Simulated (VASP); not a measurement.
# NaI (Fm-3m) in VASP: settings compared

The runs below take NaI through band structure, with LDA, PBEsol, r2SCAN.

Program: VASP 6.6.1. These are calculated values, not measurements. Logs are shortened: lines on timing, memory, paths and dates and some standing lists are left out, and cuts for length are marked.

**1. The crystal as given**

The structure is cubic, space group Fm-3m (No. 225). The conventional cell has a = 6.473 Å, b = 6.473 Å, c = 6.473 Å, α = 90.00°, β = 90.00°, γ = 90.00°. I (site symmetry m-3m) has 6 Na at 3.24 Å as nearest neighbours. Na (site symmetry m-3m) has 6 I at 3.24 Å as nearest neighbours.

**2. Band structure, LDA, spin-orbit coupling, no magnetisation**

The input, POSCAR:

```
NaI
1.0
    0.0000000000      3.2364000000      3.2364000000
    3.2364000000      0.0000000000      3.2364000000
    3.2364000000      3.2364000000      0.0000000000
I Na
1 1
Direct
    0.5000000000      0.5000000000      0.5000000000
    0.0000000000      0.0000000000      0.0000000000
```

The input, INCAR.step1:

```
PREC = Accurate ; ENCUT = 520
EDIFF = 1E-7 ; ISMEAR = -1
SIGMA = 0.05 ; LREAL = False
LASPH = True ; NELM = 100
ALGO = Normal ; ISIF = 2
LWAVE = False ; LCHARG = True
MAGMOM = 0 0 0 0 0 0 ; LORBIT = 11
LSORBIT = True ; GGA_COMPAT = False
NBANDS = 26
```

The input, KPOINTS.step1:

```
Automatic mesh
0
Gamma
  5 5 5
```

The input, INCAR.step2:

```
PREC = Accurate ; ENCUT = 520
EDIFF = 1E-7 ; ISMEAR = 0
SIGMA = 0.05 ; LREAL = False
LASPH = True ; NELM = 100
ALGO = Normal ; ISIF = 2
LWAVE = False ; LCHARG = False
MAGMOM = 0 0 0 0 0 0 ; LORBIT = 11
LSORBIT = True ; GGA_COMPAT = False
NBANDS = 26 ; ICHARG = 11
```

The input, KPOINTS.step2:

```
path GXWKGLUWLK,UX
20
line-mode
reciprocal
 0.0000000000  0.0000000000  0.0000000000  G
 0.5000000000  0.0000000000  0.5000000000  X

 0.5000000000  0.0000000000  0.5000000000  X
 0.5000000000  0.2500000000  0.7500000000  W

 0.5000000000  0.2500000000  0.7500000000  W
 0.3750000000  0.3750000000  0.7500000000  K

 0.3750000000  0.3750000000  0.7500000000  K
 0.0000000000  0.0000000000  0.0000000000  G

 0.0000000000  0.0000000000  0.0000000000  G
 0.5000000000  0.5000000000  0.5000000000  L

 0.5000000000  0.5000000000  0.5000000000  L
 0.6250000000  0.2500000000  0.6250000000  U

 0.6250000000  0.2500000000  0.6250000000  U
 0.5000000000  0.2500000000  0.7500000000  W

 0.5000000000  0.2500000000  0.7500000000  W
 0.5000000000  0.5000000000  0.5000000000  L

 0.5000000000  0.5000000000  0.5000000000  L
 0.3750000000  0.3750000000  0.7500000000  K

 0.6250000000  0.2500000000  0.6250000000  U
 0.5000000000  0.0000000000  0.5000000000  X
```

Potentials or basis: VASP PAW LDA potentials, release 64 (I, Na_pv).

On the command line:

```
$ cat potpaw_LDA.64/I/POTCAR potpaw_LDA.64/Na_pv/POTCAR > POTCAR
$ cp INCAR.step1 INCAR
$ cp KPOINTS.step1 KPOINTS
$ mpirun -np 1 vasp_ncl > vasp.out
$ cp INCAR.step2 INCAR
$ cp KPOINTS.step2 KPOINTS
$ mpirun -np 1 vasp_ncl > vasp.out
```

OUTCAR:

```text
PREC = Accurate
   ENCUT = 520
   EDIFF = 1E-7
   ISMEAR = 0
   LREAL = False
   LASPH = True
   NELM = 100
   ISIF = 2
   LORBIT = 11
   LSORBIT = True
   ICHARG = 11

 ion  position               nearest neighbor table
   1  0.500  0.500  0.500-
   2  0.000  0.000  0.000-

  LATTYP: Found a face centered cubic cell.
 ALAT       =     6.4728000000

  Lattice vectors:

 A1 = (   0.0000000000,   3.2364000000,   3.2364000000)
 A2 = (   3.2364000000,   0.0000000000,   3.2364000000)
 A3 = (   3.2364000000,   3.2364000000,   0.0000000000)

Analysis of symmetry for initial positions (statically):
=====================================================================
 Subroutine PRICEL returns:
 Original cell was already a primitive cell.

 Routine SETGRP: Setting up the symmetry group for a
 face centered cubic supercell.

 Subroutine GETGRP returns: Found 48 space group operations
 (whereof 48 operations were pure point group operations)
 out of a pool of 48 trial point group operations.

The static configuration has the point symmetry O_h .

Analysis of symmetry for dynamics (positions and initial velocities):
=====================================================================
 Subroutine PRICEL returns:
 Original cell was already a primitive cell.

 Routine SETGRP: Setting up the symmetry group for a
 face centered cubic supercell.

 Subroutine GETGRP returns: Found 48 space group operations
 (whereof 48 operations were pure point group operations)
 out of a pool of 48 trial point group operations.

The dynamic configuration has the point symmetry O_h .

Analysis of structural, dynamic, and magnetic symmetry:
=====================================================================
 Subroutine PRICEL returns:
 Original cell was already a primitive cell.

 Routine SETGRP: Setting up the symmetry group for a
 face centered cubic supercell.

 Subroutine GETGRP returns: Found 48 space group operations
 (whereof 48 operations were pure point group operations)
 out of a pool of 48 trial point group operations.

The overall configuration has the point symmetry O_h .

 Subroutine INISYM returns: Found 48 space group operations
 (whereof 48 operations are pure point group operations),
 and found     1 'primitive' translations

----------------------------------------------------------------------------------------

                                     Primitive cell

  volume of cell :      67.7980

  direct lattice vectors                    reciprocal lattice vectors
     0.000000000  3.236400000  3.236400000    -0.154492646  0.154492646  0.154492646
     3.236400000  0.000000000  3.236400000     0.154492646 -0.154492646  0.154492646
     3.236400000  3.236400000  0.000000000     0.154492646  0.154492646 -0.154492646

  length of vectors
     4.576960773  4.576960773  4.576960773     0.267589113  0.267589113  0.267589113

  position of ions in fractional coordinates (direct lattice)
     0.500000000  0.500000000  0.500000000
     0.000000000  0.000000000  0.000000000

  ion indices of the primitive-cell ions
   primitive index   ion index
                 1           1
                 2           2

----------------------------------------------------------------------------------------

 KPOINTS: path GXWKGLUWLK,UX

Interpolating k-points between supplied coordinates.

 Line segments in fractional coordinates (reciprocal lattice):
    0.000000  0.000000  0.000000  ...  0.500000  0.000000  0.500000
    0.500000  0.000000  0.500000  ...  0.500000  0.250000  0.750000
    0.500000  0.250000  0.750000  ...  0.375000  0.375000  0.750000
[... 67 lines left out ...]
   NUPDOWN=      -1.0000    fix difference up-down
   EMIN   =  10.00;   EMAX   =-10.00  energy-range for DOS
   EFERMI =   0.00;   METHOD = LEGACY
   ISMEAR =     0;   SIGMA  =   0.05  broadening in eV -4-tet -1-fermi 0-gaus
   EFERMI_NEDOS =   21; number of points for ismear=-14 and -15
   IALGO  =     38    algorithm
   IMIX   =      4    mixing-type and parameters
     AMIX     =   0.40;   BMIX     =  1.00
[... 45 lines left out ...]

 VOLUME and BASIS-vectors are now :
 -----------------------------------------------------------------------------
  energy-cutoff  :      520.00
  volume of cell :       67.80
      direct lattice vectors                 reciprocal lattice vectors
     0.000000000  3.236400000  3.236400000    -0.154492646  0.154492646  0.154492646
     3.236400000  0.000000000  3.236400000     0.154492646 -0.154492646  0.154492646
     3.236400000  3.236400000  0.000000000     0.154492646  0.154492646 -0.154492646

 POSITION                                       TOTAL-FORCE (eV/Angst)
 -----------------------------------------------------------------------------------
      3.23640      3.23640      3.23640        -0.000000     -0.000000     -0.000000
      0.00000      0.00000      0.00000         0.000000      0.000000      0.000000
 -----------------------------------------------------------------------------------
    total drift:                                0.000000      0.000000      0.000000

  FREE ENERGIE OF THE ION-ELECTRON SYSTEM (eV)
  ---------------------------------------------------
  free  energy   TOTEN  =        -6.2466364080 eV

  energy  without entropy=       -6.2466364080  energy(sigma->0) =       -6.24663641

 Spin-Orbit-Coupling matrix elements

 Ion:    1  E_soc:     -0.2582056
 l=   1
     0.0000000    -0.0430213    -0.0430213
    -0.0430213     0.0000000    -0.0430213
    -0.0430213    -0.0430213     0.0000000
 l=   2
     0.0000000    -0.0000029     0.0000000    -0.0000029    -0.0000101
    -0.0000029     0.0000000    -0.0000076    -0.0000029    -0.0000025
     0.0000000    -0.0000076     0.0000000    -0.0000076     0.0000000
    -0.0000029    -0.0000029    -0.0000076     0.0000000    -0.0000025
    -0.0000101    -0.0000025     0.0000000    -0.0000025     0.0000000
 l=   3
     0.0000000     0.0000000     0.0000000     0.0000000     0.0000000     0.0000000     0.0000000
     0.0000000     0.0000000     0.0000000     0.0000000     0.0000000     0.0000000     0.0000000
     0.0000000     0.0000000     0.0000000     0.0000000     0.0000000     0.0000000     0.0000000
     0.0000000     0.0000000     0.0000000     0.0000000     0.0000000     0.0000000     0.0000000
     0.0000000     0.0000000     0.0000000     0.0000000     0.0000000     0.0000000     0.0000000
     0.0000000     0.0000000     0.0000000     0.0000000     0.0000000     0.0000000     0.0000000
     0.0000000     0.0000000     0.0000000     0.0000000     0.0000000     0.0000000     0.0000000

 Ion:    2  E_soc:     -0.0008027
 l=   1
     0.0000000    -0.0001338    -0.0001338
    -0.0001338     0.0000000    -0.0001338
    -0.0001338    -0.0001338     0.0000000
 l=   2
     0.0000000     0.0000000     0.0000000     0.0000000     0.0000000
     0.0000000     0.0000000     0.0000000     0.0000000     0.0000000
     0.0000000     0.0000000     0.0000000     0.0000000     0.0000000
     0.0000000     0.0000000     0.0000000     0.0000000     0.0000000
     0.0000000     0.0000000     0.0000000     0.0000000     0.0000000
 l=   3
     0.0000000     0.0000000     0.0000000     0.0000000     0.0000000     0.0000000     0.0000000
     0.0000000     0.0000000     0.0000000     0.0000000     0.0000000     0.0000000     0.0000000
     0.0000000     0.0000000     0.0000000     0.0000000     0.0000000     0.0000000     0.0000000
     0.0000000     0.0000000     0.0000000     0.0000000     0.0000000     0.0000000     0.0000000
     0.0000000     0.0000000     0.0000000     0.0000000     0.0000000     0.0000000     0.0000000
     0.0000000     0.0000000     0.0000000     0.0000000     0.0000000     0.0000000     0.0000000
     0.0000000     0.0000000     0.0000000     0.0000000     0.0000000     0.0000000     0.0000000

 total charge

# of ion       s       p       d       tot
------------------------------------------
    1        1.499   2.832   0.002   4.334
    2        0.038   5.977   0.000   6.015
--------------------------------------------------
tot          1.537   8.809   0.002  10.349

 magnetization (x)

# of ion       s       p       d       tot
------------------------------------------
    1       -0.000   0.000   0.000   0.000
    2        0.000  -0.000   0.000   0.000
--------------------------------------------------
tot         -0.000   0.000   0.000   0.000

 magnetization (y)

# of ion       s       p       d       tot
------------------------------------------
    1        0.000   0.000   0.000   0.000
    2       -0.000   0.000   0.000  -0.000
--------------------------------------------------
tot          0.000   0.000   0.000   0.000

 magnetization (z)

# of ion       s       p       d       tot
------------------------------------------
    1       -0.000   0.000   0.000   0.000
    2       -0.000   0.000   0.000  -0.000
--------------------------------------------------
tot         -0.000   0.000   0.000   0.000
```

Run time: 6.2 min. Hardware: 1 thread of Intel Xeon Platinum 8488C (Sapphire Rapids), shared host; peak memory 0.62 GiB.

Caveat: the log is that of the step along the path at fixed density, whose energy, stress, charges and moments have no meaning.

**3. Band structure, PBEsol**

POSCAR is that of step 2.

The input, INCAR.step1:

```
SYSTEM = NaI
PREC = Accurate ; ENCUT = 520
EDIFF = 1E-7 ; ISMEAR = -1
SIGMA = 0.05 ; LREAL = .FALSE.
LASPH = .TRUE. ; NELM = 100
ALGO = Fast ; ISIF = 2
LWAVE = .FALSE. ; LCHARG = .TRUE.
GGA = PS ; NBANDS = 14
```

The input, KPOINTS.step1:

```
regular mesh
0
G
  7 7 7
  0 0 0
```

The input, INCAR.step2:

```
SYSTEM = NaI
PREC = Accurate ; ENCUT = 520
EDIFF = 1E-7 ; ISMEAR = 0
SIGMA = 0.05 ; LREAL = .FALSE.
LASPH = .TRUE. ; NELM = 100
ALGO = Fast ; ISIF = 2
LWAVE = .FALSE. ; LCHARG = .FALSE.
GGA = PS ; NBANDS = 14
ICHARG = 11
```

Edit KPOINTS.step2 of step 2 so:

```diff
@@ -1,3 +1,3 @@
 path GXWKGLUWLK,UX
-20
+15
 line-mode
```

Potentials or basis: VASP PAW PBE potentials, release 64 (I, Na_pv).

On the command line:

```
$ cat potpaw_PBE.64/I/POTCAR potpaw_PBE.64/Na_pv/POTCAR > POTCAR
$ cp INCAR.step1 INCAR
$ cp KPOINTS.step1 KPOINTS
$ mpirun -np 1 vasp_std > vasp.out
$ cp INCAR.step2 INCAR
$ cp KPOINTS.step2 KPOINTS
$ mpirun -np 1 vasp_std > vasp.out
```

It took 86 s on 1 thread of Intel Xeon Platinum 8488C (Sapphire Rapids), shared host; peak memory 0.29 GiB.

Results (log left out):

```
Band gap on the k mesh  : 3.51 eV, direct
Band gap along the path : 3.51 eV, direct
```

Levels at the corners of the path, in eV from the valence-band top:
```csv
point,band 4,band 5,band 6,band 7,band 8,band 9,band 10,band 11
Γ,-11.06,0.00,0.00,0.00,3.51,7.85,7.85,7.85
X,-10.66,-1.94,-0.76,-0.76,4.44,5.42,9.71,11.20
X,-10.66,-1.94,-0.76,-0.76,4.44,5.42,9.71,11.20
W,-10.65,-1.43,-1.43,-0.95,5.79,7.36,7.36,7.82
W,-10.65,-1.43,-1.43,-0.95,5.79,7.36,7.36,7.82
K,-10.66,-1.67,-1.37,-0.61,5.14,6.58,8.56,9.15
K,-10.66,-1.67,-1.37,-0.61,5.14,6.58,8.56,9.15
Γ,-11.06,0.00,0.00,0.00,3.51,7.85,7.85,7.85
Γ,-11.06,0.00,0.00,0.00,3.51,7.85,7.85,7.85
L,-10.74,-2.22,-0.29,-0.29,4.95,7.37,7.37,8.70
L,-10.74,-2.22,-0.29,-0.29,4.95,7.37,7.37,8.70
U,-10.66,-1.67,-1.37,-0.61,5.14,6.58,8.56,9.15
U,-10.66,-1.67,-1.37,-0.61,5.14,6.58,8.56,9.15
W,-10.65,-1.43,-1.43,-0.95,5.79,7.36,7.36,7.82
W,-10.65,-1.43,-1.43,-0.95,5.79,7.36,7.36,7.82
L,-10.74,-2.22,-0.29,-0.29,4.95,7.37,7.37,8.70
L,-10.74,-2.22,-0.29,-0.29,4.95,7.37,7.37,8.70
K,-10.66,-1.67,-1.37,-0.61,5.14,6.58,8.56,9.15
U,-10.66,-1.67,-1.37,-0.61,5.14,6.58,8.56,9.15
X,-10.66,-1.94,-0.76,-0.76,4.44,5.42,9.71,11.20
```

Caveat: the log is that of the step along the path at fixed density, whose energy, stress, charges and moments have no meaning; the PAW data sets were made with another functional, which shifts forces and pressure a little; spin-orbit coupling is left out, which moves the levels of the heavy elements.

**4. Band structure, r2SCAN**

The input, INCAR:

```
ALGO = Normal
EDIFF = 1E-6
ENCUT = 520
ISIF = 2
ISMEAR = -1
LASPH = True
LCHARG = False
LMIXTAU = True
LREAL = False
LWAVE = False
METAGGA = R2SCAN
NELM = 60
PREC = Accurate
SIGMA = 0.05
```

The input, KPOINTS:

```
k-points
0
Gamma
  7 7 7
```

POSCAR is that of step 3.

The input, KPOINTS_OPT:

```
path GXWKGLUWLK,UX
20
line-mode
reciprocal
 0.0000000000  0.0000000000  0.0000000000  G
 0.5000000000  0.0000000000  0.5000000000  X

 0.5000000000  0.0000000000  0.5000000000  X
 0.5000000000  0.2500000000  0.7500000000  W

 0.5000000000  0.2500000000  0.7500000000  W
 0.3750000000  0.3750000000  0.7500000000  K

 0.3750000000  0.3750000000  0.7500000000  K
 0.0000000000  0.0000000000  0.0000000000  G

 0.0000000000  0.0000000000  0.0000000000  G
 0.5000000000  0.5000000000  0.5000000000  L

 0.5000000000  0.5000000000  0.5000000000  L
 0.6250000000  0.2500000000  0.6250000000  U

 0.6250000000  0.2500000000  0.6250000000  U
 0.5000000000  0.2500000000  0.7500000000  W

 0.5000000000  0.2500000000  0.7500000000  W
 0.5000000000  0.5000000000  0.5000000000  L

 0.5000000000  0.5000000000  0.5000000000  L
 0.3750000000  0.3750000000  0.7500000000  K

 0.6250000000  0.2500000000  0.6250000000  U
 0.5000000000  0.0000000000  0.5000000000  X
```

On the command line:

```
$ cat potpaw_PBE.64/I/POTCAR potpaw_PBE.64/Na_pv/POTCAR > POTCAR
$ mpirun -np 1 vasp_std > vasp.out
```

Wall time 2.5 min (1 thread of Intel Xeon 6975P-C (Granite Rapids), shared host); peak memory 0.21 GiB.

Results (log left out):

```
Free energy             : -31.0855 eV
Pressure                : -0.3 GPa
Band gap on the k mesh  : 4.44 eV, direct
Band gap along the path : 4.44 eV, direct
```

Levels at the corners of the path, in eV from the valence-band top:
```
point  band 4  band 5  band 6  band 7  band 8  band 9  band 10  band 11
    Γ  -11.35    0.00    0.00    0.00    4.44    8.47     8.47     8.47
    X  -10.93   -1.93   -0.76   -0.76    5.23    6.02    10.73    12.18
    X  -10.93   -1.93   -0.76   -0.76    5.23    6.02    10.73    12.18
    W  -10.92   -1.43   -1.43   -0.93    6.57    8.05     8.05     8.65
    W  -10.92   -1.43   -1.43   -0.93    6.57    8.05     8.05     8.65
    K  -10.93   -1.66   -1.35   -0.62    5.90    7.27     9.38     9.93
    K  -10.93   -1.66   -1.35   -0.62    5.90    7.27     9.38     9.93
    Γ  -11.35    0.00    0.00    0.00    4.44    8.47     8.47     8.47
    Γ  -11.35    0.00    0.00    0.00    4.44    8.47     8.47     8.47
    L  -11.01   -2.18   -0.30   -0.30    5.69    8.07     8.07     9.78
    L  -11.01   -2.18   -0.30   -0.30    5.69    8.07     8.07     9.78
    U  -10.93   -1.66   -1.35   -0.62    5.90    7.27     9.38     9.93
    U  -10.93   -1.66   -1.35   -0.62    5.90    7.27     9.38     9.93
    W  -10.92   -1.43   -1.43   -0.93    6.57    8.05     8.05     8.65
    W  -10.92   -1.43   -1.43   -0.93    6.57    8.05     8.05     8.65
    L  -11.01   -2.18   -0.30   -0.30    5.69    8.07     8.07     9.78
    L  -11.01   -2.18   -0.30   -0.30    5.69    8.07     8.07     9.78
    K  -10.93   -1.66   -1.35   -0.62    5.90    7.27     9.38     9.93
    U  -10.93   -1.66   -1.35   -0.62    5.90    7.27     9.38     9.93
    X  -10.93   -1.93   -0.76   -0.76    5.23    6.02    10.73    12.18
```

Caveat: the PAW data sets were made with another functional, which shifts forces and pressure a little; spin-orbit coupling is left out, which moves the levels of the heavy elements.

**5. Band structure, r2SCAN, spin-orbit coupling, no magnetisation**

The input, INCAR:

```
PREC = Accurate ; ENCUT = 520
EDIFF = 1E-6 ; ISMEAR = -1
SIGMA = 0.05 ; LREAL = False
LASPH = True ; NELM = 60
ALGO = Normal ; ISIF = 2
LWAVE = False ; LCHARG = False
MAGMOM = 0 0 0 0 0 0 ; LORBIT = 11
LSORBIT = True ; GGA_COMPAT = False
METAGGA = R2SCAN ; LMIXTAU = True
```

The input, KPOINTS:

```
regular mesh
0
Gamma
  5 5 5
```

POSCAR is that of step 4.

KPOINTS_OPT is that of step 4.

On the command line:

```
$ cat potpaw_PBE.64/I/POTCAR potpaw_PBE.64/Na_pv/POTCAR > POTCAR
$ mpirun -np 1 vasp_ncl > vasp.out
```

It took 16 min on 1 thread of Intel Xeon 6975P-C (Granite Rapids), shared host; peak memory 0.46 GiB.

The run converged. Its results:

* Free energy: -31.1995 eV
* Pressure: -0.1 GPa
* Valence electrons inside the program's atomic spheres: I 4.39; Na 6.01

Caveat: the PAW data sets were made with another functional, which shifts forces and pressure a little.

**6. The reference run**

An earlier run on the cell as given: functional PBE; potentials or basis VASP PAW PBE potentials, release 64 (I, Na_pv); cutoff 520 eV; k mesh 7 × 7 × 7; occupations fermi-dirac, width 0.05 eV; no spin polarisation.

* Pressure: 0.4 GPa
* Band gap on the k mesh: 3.64 eV, direct

**7. Summary**

| task | level | potentials or basis | spin | k mesh | gap on the mesh (eV) | pressure (GPa) |
| --- | --- | --- | --- | --- | --- | --- |
| band structure | LDA | VASP PAW LDA potentials, release 64 (I, Na_pv) | SOC, no magnetisation | 5 × 5 × 5 | - | - |
| band structure | PBEsol | VASP PAW PBE potentials, release 64 (I, Na_pv) | off | 7 × 7 × 7 | 3.51 | - |
| band structure | r2SCAN | VASP PAW PBE potentials, release 64 (I, Na_pv) | off | 7 × 7 × 7 | 4.44 | -0.3 |
| band structure | r2SCAN | VASP PAW PBE potentials, release 64 (I, Na_pv) | SOC, no magnetisation | 5 × 5 × 5 | - | -0.1 |
| single point | PBE | VASP PAW PBE potentials, release 64 (I, Na_pv) | off | 7 × 7 × 7 | 3.64 | 0.4 |

Alike in all rows: cell as given; cutoff (eV) 520; smearing fermi-dirac 0.05 eV.

Caveats: the PAW data sets were made with another functional, which shifts forces and pressure a little (some runs); spin-orbit coupling is left out, which moves the levels of the heavy elements (some runs).

Total energies depend on the potentials used, so only differences within one code and one set of settings carry meaning.
